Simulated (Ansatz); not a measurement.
MgO: relaxed-ion elastic tensor

Theory: Ansatz, DFT PBE, scalar-relativistic, plane waves, PAW. Cutoff 420 eV, 8×8×8 k-points (Γ-centred), fixed occupations. No spin polarisation.

Equilibrium structure at this level:
```
Mg O
1.0
     0.00000    2.30625    2.30625
     2.30625    0.00000    2.30625
     2.30625    2.30625    0.00000
Mg O
1 1
Direct
  0.00000 0.00000 0.00000
  0.25000 0.25000 0.25000
```

The structure comes from a generated guess, relaxed at this level; another structure or a mixture of phases may lie lower.

**Question.** Give the relaxed-ion elastic constants (GPa, Voigt order xx yy zz yz xz xy, on the Cartesian axes of the cell above).

**Answer.**
C11 = 142.3, C12 = 100.0, C13 = 100.0, C22 = 142.3, C23 = 100.0, C33 = 142.3, C44 = 80.5, C55 = 80.5, C66 = 80.5 GPa; the others vanish.

**Question.** Is the crystal stable against homogeneous strain?

**Answer.** Yes: the least eigenvalue of the tensor is 42.3 GPa.

**Question.** And the moduli of a polycrystal (Hill averages)?

**Answer.** B = 114 GPa, G = 47 GPa, E = 125 GPa, ν = 0.32.
